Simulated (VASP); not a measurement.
# Li8HS4 (a cell with a defect) in VASP: notebook, part 2 of 2

VASP 6.6.1. The steps go on from the part before.

### 3 Single point, PBE, collinear spin, typed start

File INCAR:

```
ALGO = Fast
EDIFF = 1E-6
ENCUT = 520
GGA = PE
ISIF = 2
ISMEAR = -1
ISPIN = 2
LASPH = T
LCHARG = F
LORBIT = 11
LREAL = F
LWAVE = F
MAGMOM = 0 0 0 0 0 0 0 0 0 0 0 0 1
NBANDS = 40
NELM = 150
PREC = Accurate
SIGMA = 0.02
```

File KPOINTS:

```
k-points
0
Gamma
  2 2 2
```

File POSCAR:

```
Li8HS4
1.0
    5.7230000000      0.0000000000      0.0000000000
    0.0000000000      5.7230000000      0.0000000000
    0.0000000000      0.0000000000      5.7230000000
Li S H
8 4 1
Direct
    0.2525253361      0.2575264780      0.2473878134
    0.7472961807      0.7623552665      0.7526162627
    0.7473000670      0.7623526150      0.2475148123
    0.2525284257      0.2575242856      0.7527412471
    0.7471645556      0.2575188981      0.7527487024
    0.2523885171      0.7623464629      0.2475237842
    0.2523923673      0.7623491408      0.7526072552
    0.7471678272      0.2575213062      0.2473805402
   -0.0001348754      0.0098923900      0.0000632914
    0.4998469956      0.5100351692      0.0000643984
    0.4998496189      0.0098923665      0.5000566514
   -0.0001565162      0.5099141065      0.5000659339
    0.4998776104      0.0099043448      0.0000521174
```

Potentials or basis: VASP PAW PBE potentials, release 64 (Li_sv, S, H).

Started as:

```bash
> cat potpaw_PBE.64/Li_sv/POTCAR potpaw_PBE.64/S/POTCAR potpaw_PBE.64/H/POTCAR > POTCAR
> mpirun -np 1 vasp_std > vasp.out
```

OUTCAR:

```text
EDIFF = 1E-6
   ENCUT = 520
   GGA = PE
   ISIF = 2
   ISMEAR = -1
   ISPIN = 2
   LASPH = T
   LORBIT = 11
   LREAL = F
   NELM = 150
   PREC = Accurate

 ion  position               nearest neighbor table
   1  0.253  0.258  0.247-  10 2.47   9 2.47  11 2.47  12 2.50
   2  0.747  0.762  0.753-  10 2.47  11 2.47   9 2.47  12 2.50
   3  0.747  0.762  0.248-  10 2.47  11 2.47   9 2.47  12 2.50
   4  0.253  0.258  0.753-  10 2.47   9 2.47  11 2.47  12 2.50
   5  0.747  0.258  0.753-  10 2.47  11 2.47   9 2.47  12 2.50
   6  0.252  0.762  0.248-  10 2.47   9 2.47  11 2.47  12 2.50
   7  0.252  0.762  0.753-  10 2.47   9 2.47  11 2.47  12 2.50
   8  0.747  0.258  0.247-  10 2.47  11 2.47   9 2.47  12 2.50
   9  1.000  0.010  0.000-   7 2.47   6 2.47   2 2.47   3 2.47   4 2.47   1 2.47   5 2.47   8 2.47

  10  0.500  0.510  0.000-   5 2.47   8 2.47   4 2.47   1 2.47   2 2.47   3 2.47   7 2.47   6 2.47

  11  0.500  0.010  0.500-   3 2.47   6 2.47   2 2.47   7 2.47   8 2.47   1 2.47   5 2.47   4 2.47

  12  1.000  0.510  0.500-   6 2.50   7 2.50   3 2.50   2 2.50   1 2.50   4 2.50   8 2.50   5 2.50

  13  0.500  0.010  0.000-

  LATTYP: Found a simple cubic cell.
 ALAT       =     5.7230000000

  Lattice vectors:

 A1 = (   5.7230000000,   0.0000000000,   0.0000000000)
 A2 = (   0.0000000000,   5.7230000000,   0.0000000000)
 A3 = (   0.0000000000,   0.0000000000,   5.7230000000)

Analysis of symmetry for initial positions (statically):
=====================================================================
 Subroutine PRICEL returns:
 Original cell was already a primitive cell.

 Routine SETGRP: Setting up the symmetry group for a
 simple cubic supercell.

 Subroutine GETGRP returns: Found  1 space group operations
 (whereof  1 operations were pure point group operations)
 out of a pool of 48 trial point group operations.

The static configuration has the point symmetry C_1 .

Analysis of symmetry for dynamics (positions and initial velocities):
=====================================================================
 Subroutine PRICEL returns:
 Original cell was already a primitive cell.

 Routine SETGRP: Setting up the symmetry group for a
 simple cubic supercell.

 Subroutine GETGRP returns: Found  1 space group operations
 (whereof  1 operations were pure point group operations)
 out of a pool of 48 trial point group operations.

The dynamic configuration has the point symmetry C_1 .

Analysis of structural, dynamic, and magnetic symmetry:
=====================================================================
 Subroutine PRICEL returns:
 Original cell was already a primitive cell.

 Routine SETGRP: Setting up the symmetry group for a
 simple cubic supercell.

 Subroutine GETGRP returns: Found  1 space group operations
 (whereof  1 operations were pure point group operations)
 out of a pool of 48 trial point group operations.

The overall configuration has the point symmetry C_1 .

 Subroutine INISYM returns: Found  1 space group operations
 (whereof  1 operations are pure point group operations),
 and found     1 'primitive' translations

----------------------------------------------------------------------------------------

                                     Primitive cell

  volume of cell :     187.4439

  direct lattice vectors                    reciprocal lattice vectors
[... 123 lines left out ...]
 spin polarized calculation
 RMM-DIIS sequential band-by-band and
  energy-cutoff  :      520.00
  volume of cell :      187.44
 maximum number of plane-waves:      5056
 NGX is ok and might be reduce to    48
   NGX = 21   NGY = 21   NGZ = 21

 number of electron      48.9999992 magnetization       0.7498613

 Free energy of the ion-electron system (eV)
  ---------------------------------------------------
  ext. energy  EPLUGINS =         0.00000000
  ---------------------------------------------------
  free energy    TOTEN  =       -49.31489767 eV

  energy without entropy =      -49.31487153  energy(sigma->0) =      -49.31488460

 E-fermi :   2.5690     XC(G=0):  -8.6070

 val. band max:        2.3976181967   @ k =   0.5000   0.0000   0.5000
 cond. band min:       2.7396780617   @ k =   0.0000   0.5000   0.0000
 fundamental gap:      0.3420598650
 Fermi energy:         2.5690023899

 spin component 1

 k-point     1 :       0.0000    0.0000    0.0000
  band No.  band energies     occupation
      1     -42.7467      1.00000
      2     -42.7321      1.00000
      3     -42.7321      1.00000
      4     -42.7320      1.00000
      5     -42.7185      1.00000
      6     -42.7185      1.00000
[... 301 lines left out ...]
     35       7.9513      0.00000
     36       8.1223      0.00000
 Fermi energy:         2.5690023899

 spin component 2

 k-point     1 :       0.0000    0.0000    0.0000
  band No.  band energies     occupation
      1     -42.7477      1.00000
      2     -42.7331      1.00000
      3     -42.7331      1.00000
      4     -42.7331      1.00000
      5     -42.7195      1.00000
      6     -42.7195      1.00000
[... 301 lines left out ...]
     35       7.9698      0.00000
     36       8.1242      0.00000
 [bands above 36 left out]

------------------------ aborting loop because EDIFF is reached ----------------------------------------

  FORCE on cell =-STRESS in cart. coord.  units (eV):
  Direction    XX          YY          ZZ          XY          YZ          ZX
  --------------------------------------------------------------------------------------
  -------------------------------------------------------------------------------------
  Total       -0.1507242     -0.1478789     -0.1506517      0.0002014      0.0000982      0.0001889
  in kB       -1.2883159     -1.2639955     -1.2876957      0.0017211      0.0008393      0.0016149
  external PRESSURE =      -1.2800024 kB  Pullay stress =       0.0000000 kB

 VOLUME and BASIS-vectors are now :
 -----------------------------------------------------------------------------
  energy-cutoff  :      520.00
  volume of cell :      187.44
      direct lattice vectors                 reciprocal lattice vectors
     5.723000000  0.000000000  0.000000000     0.174733531  0.000000000  0.000000000
     0.000000000  5.723000000  0.000000000     0.000000000  0.174733531  0.000000000
     0.000000000  0.000000000  5.723000000     0.000000000  0.000000000  0.174733531

 POSITION                                       TOTAL-FORCE (eV/Angst)
 -----------------------------------------------------------------------------------
      1.44520      1.47382      1.41580        -0.004071     -0.004075      0.004043
      4.27678      4.36296      4.30722         0.002063      0.003640     -0.002056
      4.27680      4.36294      1.41653         0.002038      0.003694      0.002025
      1.44522      1.47381      4.30794        -0.004123     -0.004112     -0.004118
      4.27602      1.47378      4.30798         0.004186     -0.004037     -0.004155
      1.44442      4.36291      1.41658        -0.001935      0.003710      0.001923
      1.44444      4.36292      4.30717        -0.001993      0.003674     -0.001926
      4.27604      1.47379      1.41576         0.004142     -0.004081      0.004132
      5.72223      0.05661      0.00036        -0.000367      0.001687     -0.000033
      2.86062      2.91893      0.00037         0.000045     -0.001645      0.000002
      2.86064      0.05661      2.86182        -0.000025      0.001712      0.000160
      5.72210      2.91824      2.86188         0.000026     -0.000881      0.000010
      2.86080      0.05668      0.00030         0.000013      0.000715     -0.000007
 -----------------------------------------------------------------------------------
    total drift:                                0.000065     -0.000104     -0.000024

  FREE ENERGIE OF THE ION-ELECTRON SYSTEM (eV)
  ---------------------------------------------------
  free  energy   TOTEN  =       -49.3148976664 eV

  energy  without entropy=      -49.3148715302  energy(sigma->0) =      -49.31488460

 total charge

# of ion       s       p       d       tot
------------------------------------------
    1        2.020   0.056   0.000   2.075
    2        2.020   0.056   0.000   2.075
    3        2.020   0.056   0.000   2.075
    4        2.020   0.056   0.000   2.075
    5        2.020   0.056   0.000   2.075
    6        2.020   0.056   0.000   2.075
    7        2.020   0.056   0.000   2.075
    8        2.020   0.056   0.000   2.075
    9        1.309   2.475   0.000   3.785
   10        1.309   2.476   0.000   3.785
   11        1.309   2.475   0.000   3.785
   12        1.302   2.478   0.000   3.780
   13        0.417   0.003   0.000   0.421
--------------------------------------------------
tot         21.803  10.352   0.000  32.156

 magnetization (x)

# of ion       s       p       d       tot
------------------------------------------
    1       -0.000  -0.000   0.000  -0.000
    2       -0.000  -0.000   0.000  -0.000
    3       -0.000  -0.000   0.000  -0.000
    4       -0.000  -0.000   0.000  -0.000
    5       -0.000  -0.000   0.000  -0.000
    6       -0.000  -0.000   0.000  -0.000
    7       -0.000  -0.000   0.000  -0.000
    8       -0.000  -0.000   0.000  -0.000
    9        0.004   0.064   0.000   0.068
   10        0.004   0.064   0.000   0.068
   11        0.004   0.064   0.000   0.068
   12       -0.000   0.000   0.000  -0.000
   13        0.209   0.000   0.000   0.210
--------------------------------------------------
tot          0.219   0.193   0.000   0.412
```

It took 5.2 min on 1 thread of Intel Xeon Platinum 8559C (Emerald Rapids), shared host; peak memory 0.43 GiB.

What came out:

```yaml
Free_energy: -49.3149 eV
Largest_force: 0.007 eV/Å
Band_gap_on_the_k_mesh: none (metal or under the smearing width)
Net_moment: 0.75 μB per cell
Site_moments: Li -0.00; S +0.07, -0.00; H +0.21 μB
Valence_electrons_inside_the_program's_atomic_spheres: Li 2.08; S 3.79, 3.78; H 0.42
```

Forces in eV/Å, atoms in the order of the input:
```
Li  -0.004 -0.004  0.004
Li   0.002  0.004 -0.002
Li   0.002  0.004  0.002
Li  -0.004 -0.004 -0.004
Li   0.004 -0.004 -0.004
Li  -0.002  0.004  0.002
Li  -0.002  0.004 -0.002
Li   0.004 -0.004  0.004
S    0.000  0.002  0.000
S    0.000 -0.002  0.000
S    0.000  0.002  0.000
S    0.000 -0.001  0.000
H    0.000  0.001  0.000
```

Caveat: the k mesh is coarse (spacing up to 0.55 Å⁻¹), so the values aren't converged; the cutoff is under 1.25 times the usual one of these potentials, so pressure, stress and relaxed cells hold a basis-set (Pulay) error.
